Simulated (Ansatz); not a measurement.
# Two Ansatz runs on TePb

The cell is COD entry 9008696, as deposited and not checked against the literature; nothing was relaxed. The listed cell was then made from it by scaling, straining or moving an atom.

First run: DFT, PBE, PAW with Ansatz's default frozen-core files, scalar-relativistic (Ansatz 0.2.0).

Command: `ansatz run input.yaml --threads 1 --pin off --max-ram 2048MiB --backend cpu --events-out ev --progress --plain --runs-dir out` The run took 7.7 s on 1 thread of Intel(R) Xeon(R) Platinum 8259CL CPU @ 2.50GHz (Skylake/Cascade Lake) (shared host), peak memory 0.5 GiB.

```yaml
crystal:
  lattice:
    - [0.0, 3.253670631, 3.253670631]
    - [3.253670631, 0.0, 3.253670631]
    - [3.253670631, 3.253670631, 0.0]
  atoms:
    - { symbol: Te, position: [0.5, 0.5, 0.5] }
    - { symbol: Pb, position: [0.0, 0.0, 0.0] }
kpoints:
  mp_grid: { grid: [10, 10, 10] }
scf:
  occupations: { method: fermi_dirac, width: 0.03 }
hamiltonian:
  xc: pbe
  pseudopotentials: { kind: paw }
output:
  forces: true
  stress: true
  eigenvalues: true
  efg: { contact_densities: true }
  write_density: true
  write_potential: true
  elf: true
  volumetric_format: npy
```

Result: converged; pressure 1.17 GPa; gap on the k mesh 0.77 eV; 6 SCF iterations.

Spin–orbit coupling is left out, though it moves levels of the heavy atoms by tenths of an eV or more.

The input is then changed:

```diff
@@ -11,7 +11,9 @@
 scf:
   occupations: { method: fermi_dirac, width: 0.03 }
+  eigensolver: { kind: davidson }
 hamiltonian:
   xc: pbe
   pseudopotentials: { kind: paw }
+  dispersion: d3bj
 output:
   forces: true
@@ -23,3 +25,5 @@
   elf: true
   volumetric_format: npy
+basis:
+  precision: f64
```

(1) Predict the outcome of the changed run.

Results:

(1) It converged; pressure -0.71 GPa; gap on the k mesh 0.77 eV; 6 SCF iterations.
